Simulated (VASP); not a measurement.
Here is a VASP 6.6.1 calculation.

File INCAR:

```
SYSTEM = CdS
  ALGO = Normal
  EDIFF = 1E-6
  EDIFFG = -0.01
  ENCUT = 600
  GGA = PE
  IBRION = 2
  ISIF = 3
  ISMEAR = 0
  KPAR = 2
  LASPH = .TRUE.
  LCHARG = .FALSE.
  LREAL = .FALSE.
  LWAVE = .FALSE.
  NELM = 80
  NSW = 90
  PREC = Accurate
  SIGMA = 0.03
```

Contents of KPOINTS:

```
k-points
0
G
  9 9 4
  0 0 0
```

POSCAR

```
CdS
1.0
    4.1500000000      0.0000000000      0.0000000000
   -2.0750000000      3.5940054257      0.0000000000
    0.0000000000      0.0000000000      6.7370000000
Cd S
2 2
Direct
    0.3333333333      0.6666666667      0.0000000000
    0.6666666667      0.3333333333      0.5000000000
    0.3333333333      0.6666666667      0.3750000000
    0.6666666667      0.3333333333      0.8750000000
```

Potentials or basis: VASP PAW PBE potentials, release 64 (Cd, S).

Run with:

```bash
$ cat potpaw_PBE.64/Cd/POTCAR potpaw_PBE.64/S/POTCAR > POTCAR
$ mpirun -np 2 vasp_std > vasp.out
```

**Question.** Predict the space group after relaxing (to 0.05 Å).

**Answer.** P6_3mc (No. 186).

**Question.** What does it give for the relaxed cell?

**Answer.** a = 4.200 Å, b = 4.200 Å, c = 6.845 Å, α = 90.00°, β = 90.00°, γ = 120.00°.

The path:
| step | energy change (eV) | largest force (eV/Å) | pressure (GPa) | volume (Å³) |
| --- | --- | --- | --- | --- |
| 1 | 0.0000 | 0.0696 | 2.38 | 100.48 |
| 2 | -0.0279 | 0.0022 | -0.67 | 106.01 |
| 3 | -0.0307 | 0.0149 | -0.01 | 104.66 |
| 4 | -0.0307 | 0.0159 | 0.00 | 104.57 |
| 5 | -0.0308 | 0.0076 | 0.05 | 104.56 |

PBE usually gives volumes a little too large and moduli too small. Zero-point motion and thermal expansion aren't in these numbers.
